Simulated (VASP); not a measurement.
# Na (P1) in VASP: single point with PBE+D3(BJ)

Aim: the single point of Na with PBE+D3(BJ).

All numbers are computed with VASP 6.6.1; they aren't measurements. Logs are shortened: lines on timing, memory, paths and dates and some standing lists are left out, and cuts for length are marked.

### Step 1. The structure

The typed cell holds 16 atoms: a = 8.599 Å, b = 8.599 Å, c = 8.599 Å, α = 90.00°, β = 90.00°, γ = 90.00°.

The cell was built by a generator and needn't be a form met in nature.

### Step 2. Single point, PBE+D3(BJ)

Input file INCAR:

```
  ALGO = Fast
  EDIFF = 1E-6
  ENCUT = 520
  GGA = PE
  ISIF = 2
  ISMEAR = -1
  IVDW = 12
  LASPH = T
  LCHARG = T
  LELF = T
  LREAL = Auto
  LVHAR = T
  LWAVE = F
  NBANDS = 70
  NELM = 100
  PREC = Accurate
  SIGMA = 0.11
```

Input file KPOINTS:

```
k-points
0
Gamma
  2 2 2
```

Input file POSCAR:

```
Na
1.0
    8.5987130000      0.0000000000      0.0000000000
    0.0000000000      8.5987130000      0.0000000000
    0.0000000000      0.0000000000      8.5987130000
Na
16
Direct
    0.0456231066     -0.0178980273      0.0582063851
    0.5489891336     -0.0724992217      0.0436809555
   -0.0298300455      0.4344371070     -0.0439716967
    0.0196773633      0.0080593456      0.4928644554
    0.2350119140      0.2748550859      0.2445017062
    0.5580602586      0.5298699933     -0.0508448183
    0.4267499101     -0.0353657576      0.5133210051
    0.7117111596      0.1634663234      0.3000681614
   -0.0577877178      0.4390889660      0.5118207806
    0.2603180267      0.6964995808      0.2395939951
    0.2564802430      0.2364307310      0.7624164221
    0.4374724450      0.5070061066      0.5127627821
    0.8148428724      0.7067453001      0.2462112644
    0.7123856791      0.1898074747      0.7735808836
    0.2264524935      0.7056172243      0.8168548014
    0.8042017451      0.7798608931      0.7204333951
```

Potentials or basis: VASP PAW PBE potentials, release 64 (Na_pv).

Command:

```bash
$ cat potpaw_PBE.64/Na_pv/POTCAR > POTCAR
$ mpirun -np 1 vasp_std > vasp.out
```

OUTCAR:

```text
EDIFF = 1E-6
   ENCUT = 520
   GGA = PE
   ISIF = 2
   ISMEAR = -1
   IVDW = 12
   LASPH = T
   LREAL = Auto
   NELM = 100
   PREC = Accurate
 IVDW          = 12

 ion  position               nearest neighbor table
   1  0.046  0.982  0.058-
   2  0.549  0.928  0.044-
   3  0.970  0.434  0.956-
   4  0.020  0.008  0.493-
   5  0.235  0.275  0.245-
   6  0.558  0.530  0.949-
[... 8 lines left out ...]
  15  0.226  0.706  0.817-
  16  0.804  0.780  0.720-

  LATTYP: Found a simple cubic cell.
 ALAT       =     8.5987130000

  Lattice vectors:

 A1 = (   8.5987130000,   0.0000000000,   0.0000000000)
 A2 = (   0.0000000000,   8.5987130000,   0.0000000000)
 A3 = (   0.0000000000,   0.0000000000,   8.5987130000)

Analysis of symmetry for initial positions (statically):
=====================================================================
 Subroutine PRICEL returns:
 Original cell was already a primitive cell.

 Routine SETGRP: Setting up the symmetry group for a
 simple cubic supercell.

 Subroutine GETGRP returns: Found  1 space group operations
 (whereof  1 operations were pure point group operations)
 out of a pool of 48 trial point group operations.

The static configuration has the point symmetry C_1 .

Analysis of symmetry for dynamics (positions and initial velocities):
=====================================================================
 Subroutine PRICEL returns:
 Original cell was already a primitive cell.

 Routine SETGRP: Setting up the symmetry group for a
 simple cubic supercell.

 Subroutine GETGRP returns: Found  1 space group operations
 (whereof  1 operations were pure point group operations)
 out of a pool of 48 trial point group operations.

The dynamic configuration has the point symmetry C_1 .

 Subroutine INISYM returns: Found  1 space group operations
 (whereof  1 operations are pure point group operations),
 and found     1 'primitive' translations

----------------------------------------------------------------------------------------

                                     Primitive cell

  volume of cell :     635.7705

  direct lattice vectors                    reciprocal lattice vectors
     8.598713000  0.000000000  0.000000000     0.116296474  0.000000000  0.000000000
     0.000000000  8.598713000  0.000000000     0.000000000  0.116296474  0.000000000
     0.000000000  0.000000000  8.598713000     0.000000000  0.000000000  0.116296474

  length of vectors
     8.598713000  8.598713000  8.598713000     0.116296474  0.116296474  0.116296474

  position of ions in fractional coordinates (direct lattice)
     0.045623107  0.982101973  0.058206385
     0.548989134  0.927500778  0.043680956
     0.970169955  0.434437107  0.956028303
     0.019677363  0.008059346  0.492864455
     0.235011914  0.274855086  0.244501706
     0.558060259  0.529869993  0.949155182
[... 8 lines left out ...]
     0.226452493  0.705617224  0.816854801
     0.804201745  0.779860893  0.720433395

  ion indices of the primitive-cell ions
   primitive index   ion index
                 1           1
                 2           2
                 3           3
                 4           4
                 5           5
                 6           6
[... 8 lines left out ...]
                15          15
                16          16

----------------------------------------------------------------------------------------

 KPOINTS: k-points

Automatic generation of k-mesh.
 Grid dimensions read from file:
 generate k-points for:    2    2    2

 Generating k-lattice:

  Cartesian coordinates                     Fractional coordinates (reciprocal lattice)
     0.058148237  0.000000000  0.000000000     0.500000000  0.000000000  0.000000000
     0.000000000  0.058148237  0.000000000     0.000000000  0.500000000  0.000000000
     0.000000000  0.000000000  0.058148237     0.000000000  0.000000000  0.500000000

  Length of vectors
     0.058148237  0.058148237  0.058148237

  Shift w.r.t. Gamma in fractional coordinates (k-lattice)
     0.000000000  0.000000000  0.000000000

 Subroutine IBZKPT returns following result:
 ===========================================

 Found      8 irreducible k-points:

 Following reciprocal coordinates:
            Coordinates               Weight
  0.000000  0.000000  0.000000      1.000000
  0.500000  0.000000  0.000000      1.000000
  0.000000  0.500000  0.000000      1.000000
  0.000000  0.000000  0.500000      1.000000
  0.500000  0.500000  0.000000      1.000000
  0.000000  0.500000  0.500000      1.000000
  0.500000  0.000000  0.500000      1.000000
  0.500000  0.500000  0.500000      1.000000
   k-points           NKPTS =      8   k-points in BZ     NKDIM =      8   number of bands    NBANDS=     70
   number of dos      NEDOS =    301   number of ions     NIONS =     16
   total plane-waves  NPLWV = 262144
   dimension x,y,z NGX =    64 NGY =   64 NGZ =   64
   dimension x,y,z NGXF=   128 NGYF=  128 NGZF=  128
   ions per type =              16
   NGX,Y,Z   is equivalent  to a cutoff of  12.37, 12.37, 12.37 a.u.
   NGXF,Y,Z  is equivalent  to a cutoff of  24.75, 24.75, 24.75 a.u.
 SYSTEM =  unknown system
   PREC   = accura    normal or accurate (medium, high low for compatibility)
   ISTART =      0    job   : 0-new  1-cont  2-samecut
   ICHARG =      2    charge: 1-file 2-atom 10-const
   ISPIN  =      1    spin polarized calculation?
   LNONCOLLINEAR =      F non collinear calculations
   LSORBIT =      F    spin-orbit coupling
   LASPH  =      T    aspherical Exc in radial PAW
   ENCUT  =  520.0 eV  38.22 Ry    6.18 a.u.  15.99 15.99 15.99*2*pi/ulx,y,z
   NELM   =    100;   NELMIN=  2; NELMDL= -5     # of ELM steps
   EDIFF  = 0.1E-05   stopping-criterion for ELM
   LREAL  =      T    real-space projection
   EDIFFG = 0.1E-04   stopping-criterion for IOM
   NSW    =      0    number of steps for IOM
   IBRION =     -1    ionic relax: 0-MD 1-quasi-New 2-CG
   NFREE  =      0    steps in history (QN), initial steepest desc. (CG)
   ISIF   =      2    stress and relaxation
   ISYM   =      2    0-nonsym 1-usesym 2-fastsym
   POTIM  = 0.5000    time-step for ionic-motion
   TEBEG  =    0.0;   TEEND  =   0.0 temperature during run
   PSTRESS=    0.0 pullay stress
   NELECT =     112.0000    total number of electrons
   NUPDOWN=      -1.0000    fix difference up-down
   EMIN   =  10.00;   EMAX   =-10.00  energy-range for DOS
   EFERMI =   0.00;   METHOD = LEGACY
   ISMEAR =    -1;   SIGMA  =   0.11  broadening in eV -4-tet -1-fermi 0-gaus
   EFERMI_NEDOS =   21; number of points for ismear=-14 and -15
   IALGO  =     68    algorithm
   IMIX   =      4    mixing-type and parameters
     AMIX     =   0.40;   BMIX     =  1.00
     AMIX_MAG =   1.60;   BMIX_MAG =  1.00
  volume/ion in A,a.u.               =      39.74       268.15
  Fermi-wavevector in a.u.,A,eV,Ry     =   0.917728  1.734255 11.459166  0.842225
  Thomas-Fermi vector in A             =   2.042730
   LORBIT       =      0    0 simple, 1 ext, 2 COOP (PROOUT), +10 PAW based schemes
   GGA     = PE    functional components
   LHFCALC =     F    Hartree Fock is set to
   AEXX    =    0.0000 exact exchange contribution
   IVDW    =    12    specifies the selected vdW correction
   LEPSILON=     F    determine dielectric tensor
   LRPA    =     F    only Hartree local field effects (RPA)
 non-spin polarized calculation
 RMM-DIIS sequential band-by-band and
  energy-cutoff  :      520.00
  volume of cell :      635.77
 maximum number of plane-waves:     17256
 NGX is ok and might be reduce to    64
   NGX = 31   NGY = 31   NGZ = 31

 number of electron     112.0000040 magnetization

 Free energy of the ion-electron system (eV)
  ---------------------------------------------------
  ext. energy  EPLUGINS =         0.00000000
  ---------------------------------------------------
  free energy    TOTEN  =       -20.15021920 eV

  energy without entropy =      -19.67655800  energy(sigma->0) =      -19.91338860

 E-fermi :  -0.0231     XC(G=0):  -6.3093

 val. band max:       -0.0258437292   @ k =   0.5000   0.5000   0.0000
 cond. band min:      -0.0068849852   @ k =   0.5000   0.0000   0.5000
 fundamental gap:      0.0189587440
 Fermi energy:        -0.0231079430

 k-point     1 :       0.0000    0.0000    0.0000
  band No.  band energies     occupation
      1     -24.9689      2.00000
      2     -24.9632      2.00000
      3     -24.9523      2.00000
      4     -24.9507      2.00000
      5     -24.9496      2.00000
      6     -24.9465      2.00000
[... 60 lines left out ...]
     67       1.3306      0.00001
     68       2.7271      0.00000

 k-point     2 :       0.5000    0.0000    0.0000
  band No.  band energies     occupation
      1     -24.9689      2.00000
      2     -24.9632      2.00000
      3     -24.9523      2.00000
      4     -24.9506      2.00000
      5     -24.9497      2.00000
      6     -24.9464      2.00000
[... 60 lines left out ...]
     67       1.7525      0.00000
     68       1.8408      0.00000

 k-point     3 :       0.0000    0.5000    0.0000
  band No.  band energies     occupation
      1     -24.9689      2.00000
      2     -24.9632      2.00000
      3     -24.9521      2.00000
      4     -24.9506      2.00000
      5     -24.9499      2.00000
      6     -24.9465      2.00000
[... 60 lines left out ...]
     67       1.7635      0.00000
     68       1.8194      0.00000

 k-point     4 :       0.0000    0.0000    0.5000
  band No.  band energies     occupation
      1     -24.9688      2.00000
      2     -24.9632      2.00000
      3     -24.9523      2.00000
      4     -24.9507      2.00000
      5     -24.9496      2.00000
      6     -24.9464      2.00000
[... 60 lines left out ...]
     67       1.7624      0.00000
     68       1.7846      0.00000

 k-point     5 :       0.5000    0.5000    0.0000
  band No.  band energies     occupation
      1     -24.9689      2.00000
      2     -24.9631      2.00000
      3     -24.9521      2.00000
      4     -24.9505      2.00000
      5     -24.9499      2.00000
      6     -24.9465      2.00000
[... 60 lines left out ...]
     67       2.2819      0.00000
     68       2.3174      0.00000

 k-point     6 :       0.0000    0.5000    0.5000
  band No.  band energies     occupation
      1     -24.9688      2.00000
      2     -24.9632      2.00000
      3     -24.9521      2.00000
      4     -24.9505      2.00000
      5     -24.9498      2.00000
      6     -24.9465      2.00000
[... 60 lines left out ...]
     67       2.2831      0.00000
     68       2.3781      0.00000

 k-point     7 :       0.5000    0.0000    0.5000
  band No.  band energies     occupation
      1     -24.9689      2.00000
      2     -24.9632      2.00000
      3     -24.9522      2.00000
      4     -24.9506      2.00000
      5     -24.9496      2.00000
      6     -24.9464      2.00000
[... 60 lines left out ...]
     67       2.2615      0.00000
     68       2.3138      0.00000

 k-point     8 :       0.5000    0.5000    0.5000
  band No.  band energies     occupation
      1     -24.9689      2.00000
      2     -24.9632      2.00000
      3     -24.9520      2.00000
      4     -24.9505      2.00000
      5     -24.9499      2.00000
      6     -24.9464      2.00000
[... 60 lines left out ...]
     67       2.3940      0.00000
     68       2.4111      0.00000
 [bands above 68 left out]

------------------------ aborting loop because EDIFF is reached ----------------------------------------

 Edisp (eV)   -2.29343

 E8    (eV) :    -1.1213

  FORCE on cell =-STRESS in cart. coord.  units (eV):
  Direction    XX          YY          ZZ          XY          YZ          ZX
  --------------------------------------------------------------------------------------
  -------------------------------------------------------------------------------------
  Total      -2.86515    -1.95712    -3.11719     0.23532     0.19633     0.35952
  in kB      -7.22035    -4.93204    -7.85549     0.59302     0.49475     0.90600
  external pressure =       -6.67 kB  Pullay stress =        0.00 kB

 VOLUME and BASIS-vectors are now :
 -----------------------------------------------------------------------------
  energy-cutoff  :      520.00
  volume of cell :      635.77
      direct lattice vectors                 reciprocal lattice vectors
     8.598713000  0.000000000  0.000000000     0.116296474  0.000000000  0.000000000
     0.000000000  8.598713000  0.000000000     0.000000000  0.116296474  0.000000000
     0.000000000  0.000000000  8.598713000     0.000000000  0.000000000  0.116296474

 POSITION                                       TOTAL-FORCE (eV/Angst)
 -----------------------------------------------------------------------------------
      0.39230      8.44481      0.50050        -0.140130      0.076998     -0.172322
      4.72060      7.97531      0.37560        -0.210545      0.072828     -0.122866
      8.34221      3.73560      8.22061        -0.028190      0.040644      0.171329
      0.16920      0.06930      4.23800         0.078870     -0.058052      0.031055
      2.02080      2.36340      2.10240         0.115702     -0.037378     -0.041018
      4.79860      4.55620      8.16151        -0.057180     -0.165876      0.107189
[... 8 lines left out ...]
      1.94720      6.06740      7.02390        -0.033381      0.108588     -0.177516
      6.91510      6.70580      6.19480        -0.102659     -0.082115      0.059438
 -----------------------------------------------------------------------------------
    total drift:                                0.002842     -0.001749      0.002071

  FREE ENERGIE OF THE ION-ELECTRON SYSTEM (eV)
  ---------------------------------------------------
  free  energy   TOTEN  =       -22.4436490421 eV

  energy  without entropy=      -21.9699878408  energy(sigma->0) =      -22.20681844
```

Wall time 5.1 min (1 thread of Intel Xeon Platinum 8488C (Sapphire Rapids), shared host); peak memory 0.62 GiB.

Results:

- Free energy: -22.4436 eV
- Pressure: -0.7 GPa
- Largest force: 0.301 eV/Å
- Band gap on the k mesh: none (metal or under the smearing width)
- Dispersion energy per atom: -0.143 eV

Forces in eV/Å, atoms in the order of the input:
```
Na  -0.140  0.077 -0.172
Na  -0.211  0.073 -0.123
Na  -0.028  0.041  0.171
Na   0.079 -0.058  0.031
Na   0.116 -0.037 -0.041
Na  -0.057 -0.166  0.107
Na   0.131 -0.088  0.013
Na   0.020  0.224 -0.066
Na   0.139  0.034  0.072
Na  -0.136  0.026 -0.038
Na   0.019 -0.049  0.089
Na   0.274 -0.063  0.110
Na  -0.081 -0.007  0.067
Na   0.012 -0.034 -0.102
Na  -0.033  0.109 -0.178
Na  -0.103 -0.082  0.059
```

Caveat: the k mesh is coarse (spacing up to 0.37 Å⁻¹), so the values aren't converged; pairwise dispersion overbinds metals, which lowers pressure and volume.
